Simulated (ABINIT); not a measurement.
A run of ABINIT 10.8.3 (patched build) is set up as follows.

Contents of run.abi:

```
# Datasets: one volume each
ndtset 7
scalecart1 3*0.9795861087
scalecart2 3*0.9864848297
scalecart3 3*0.9932883884
scalecart4 3*1.0000000000
scalecart5 3*1.0066227096
scalecart6 3*1.0131594038
scalecart7 3*1.0196128224

# Pseudopotentials
pp_dirpath "./"
pseudos "Pb_ONCV_PBE-1.2.upf, S_ONCV_PBE-1.2.upf"

# Structure
acell 7.9258966301 7.9258966301 7.9258966301
rprim
     0.0000000000     0.7071067812     0.7071067812
     0.7071067812     0.0000000000     0.7071067812
     0.7071067812     0.7071067812     0.0000000000
ntypat 2
znucl 82 16
natom 2
typat 1 2
xred
     0.0000000000     0.0000000000     0.0000000000
     0.5000000000     0.5000000000     0.5000000000

# Plane-wave basis
ecut 36.0

# k points
kptopt 1
ngkpt 6 6 6
nshiftk 1
shiftk 0.0 0.0 0.0

# Exchange and correlation
ixc -497498
usekden 1

# Bands and occupations
nband 14
occopt 3
tsmear 0.00183747

# SCF cycle
nstep 100
tolvrs 1.0e-9

# Output
iomode 3
prtwf 0
prtden 0
prteig 0
prtebands 0
enunit 2
```

Potentials or basis: SG15 NC PBE v1.2.

Run with:

```sh
$ mpirun --bind-to none -np 4 abinit run.abi > log 2>&1
```

Q: Predict the equilibrium volume.

A: 26.15 Å³/atom (rough: see the caveat).

Q: What does it give for the bulk modulus?

A: 60 GPa (rough).

Energy against volume, from the lowest point:
```csv
volume (Å³/atom),energy (meV/atom)
24.521,21.09
25.042,9.35
25.564,2.49
26.086,0.00
26.607,1.43
27.129,6.39
27.651,14.50
```

Caveat: a meta-GGA on norm-conserving files made for a GGA shifts volumes by about 1 %; pressures at fixed basis lie under the slope of the energies; the potentials were made for another functional, which shifts forces and pressure; the fit is rough or its minimum lies at the end of the range. Spin-orbit coupling is left out, which matters for the levels of Pb.
